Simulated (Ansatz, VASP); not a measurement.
**One calculation of Pb, two programs**

File INCAR:

```
SYSTEM = Pb
PREC     = Accurate       ! precision mode
ENCUT    = 520            ! plane-wave cutoff, eV
EDIFF    = 1E-7           ! SCF threshold, eV
ISMEAR   = -1             ! smearing method
SIGMA    = 0.05           ! smearing width, eV
LREAL    = .False.        ! projectors in reciprocal space
LASPH    = .True.         ! aspherical terms in the spheres
NELM     = 100            ! most SCF steps
ALGO     = Normal         ! electronic algorithm
ISIF     = 2              ! what is computed and relaxed
LWAVE    = .False.        ! write WAVECAR
LCHARG   = .True.         ! write CHGCAR
GGA      = PS             ! functional
LELF     = .True.         ! ELF
LVHAR    = .True.       
NBANDS   = 21             ! bands
```

Contents of KPOINTS:

```
Automatic mesh
0
Gamma
  5 5 3
  0 0 0
```

POSCAR

```
Pb
1.0
    3.0386068135     -1.7503199600      0.0000000000
    3.0386068135      1.7503199600      0.0000000000
   -2.1154626375      0.0000000000      6.0952248674
Pb
2
Direct
    0.9085084100      0.9085084100      0.7262922000
    0.0914915900      0.0914915900      0.2737078000
```

The input input.yaml:

```yaml
crystal:
  lattice:
    - [3.0386068135, -1.75031996, 0.0]
    - [3.0386068135, 1.75031996, 0.0]
    - [-2.1154626375, 0.0, 6.0952248674]
  atoms:
    - { symbol: Pb, position: [0.90850841, 0.90850841, 0.7262922] }
    - { symbol: Pb, position: [0.09149159, 0.09149159, 0.2737078] }
hamiltonian:
  xc: pbesol
  pseudopotentials: { kind: paw }
kpoints:
  mp_grid: { grid: [5, 5, 3] }
  band_path:
    path:
      - [[0.0, 0.0, 0.0], [-0.5, -0.5, 0.0], [-0.526282425, -0.526282425, 0.1702002292], [-0.5, -0.5, 0.5], [-0.6857609943, -0.3142390057, 0.5]]
      - [[-0.3142390057, 0.3142390057, 0.5], [0.0, 0.0, 0.5], [-0.473717575, -0.473717575, 0.8297997708]]
      - [[-0.5, -0.5, 0.0], [-0.6570560781, -0.3429439219, 0.0]]
      - [[-0.3429439219, 0.3429439219, 0.0], [0.0, 0.0, 0.0], [-0.5, 0.0, 0.0]]
      - [[-0.5, 0.0, 0.5], [0.0, 0.0, 0.0]]
    npoints: 14
scf:
  occupations: { method: fermi_dirac, width: 0.05 }
  n_extra_bands: 6
output:
  forces: true
  stress: true
  eigenvalues: true
  fatbands: false
  write_density: true
  write_potential: true
  elf: true
  volumetric_format: npy
```

This isn't the form of Pb at room conditions, which is fcc.

Alike in both runs: functional PBEsol; k mesh 5 × 5 × 3; occupations fermi-dirac, width 0.05 eV; no spin polarisation.

|  | VASP | Ansatz |
| --- | --- | --- |
| version | VASP 6.6.1 | Ansatz 0.2.0 |
| potentials or method | VASP PAW PBE potentials, release 64 (Pb_d) | Ansatz PAW |
| plane-wave cutoff (eV) | 520 | 420 |
| valence electrons in the cell | 28 | 28 |
| task | single point | band structure |

|  | VASP | Ansatz | Ansatz less VASP |
| --- | --- | --- | --- |
| gap on the k mesh at the Fermi level (eV) | none | none | - |
| pressure (GPa) | -1.5 | -1.4 | +0.07 |
| largest component of the traceless stress (GPa) | 1.12 | 1.12 | +0.005 |
| rms of the force components (eV/Å) | 0.040 | 0.040 | -0.0002 |

Atom by atom the forces differ by 0.001 eV/Å (rms over components). A gap of «none» marks a metal or a gap that the smearing closes.

Caveats: the k mesh is coarse (spacing up to 0.42 Å⁻¹), so the values aren't converged; the PAW data sets were made with another functional, which shifts forces and pressure a little (VASP); spin-orbit coupling is left out, which moves the levels of the heavy elements (Ansatz); the PAW data sets come from PBE, with cores solved anew for the run's functional, which leaves a small shift of forces and pressure (Ansatz). Spin-orbit coupling is left out, which matters for the levels of Pb.
